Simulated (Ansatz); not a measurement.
**One structure, 3 elements: B3P2, Ga3P2, In3P2**

Plane-wave DFT in Ansatz with scalar-relativistic PAW potentials, cutoff 420 eV, Γ-centred meshes chosen by cell and gap, Gaussian smearing with energies taken to zero width. Every cell was relaxed (cell and atoms) in a run of its own, within the symmetry of its start. Functional: PBE.

All members share space group R-3c and the same sites; only the element on one set of sites changes (B, Ga, In). Members needn't be the stable form of their composition. Energies over the elements, where given, are against the elements' standard states in the same functional (H₂, N₂, O₂ and halogens uncorrected, Hg as a solid). The first member:

Space group R-3c:H (No. 167). a = 4.946 Å, b = 4.946 Å, c = 14.643 Å, α = 90.00°, β = 90.00°, γ = 120.00°
```csv
atom,site,symmetry,x,y,z
B,18e,.2,0.5808,0.6667,0.4167
P,12c,3.,0.6667,0.3333,0.2019
```

| compound | V (Å³/atom) | a (Å) | c (Å) | energy over elements (eV/atom) |
| --- | --- | --- | --- | --- |
| B3P2 | 10.34 | 4.946 | 14.643 | 0.784 |
| In3P2 | 26.38 | 7.054 | 18.369 | 0.065 |

Q: Predict the member with Ga.

A: V (Å³/atom) 20.42, a (Å) 6.470, c (Å) 16.896, energy over elements (eV/atom) -0.003. Interpolating linearly in period between B and In would give 21.04 Å³/atom (3.0 % too large), with 0.304 eV/atom over the elements. Over the whole series the volume grows at each step down the group; all are metallic on the mesh; binding against the elements is strongest for Ga.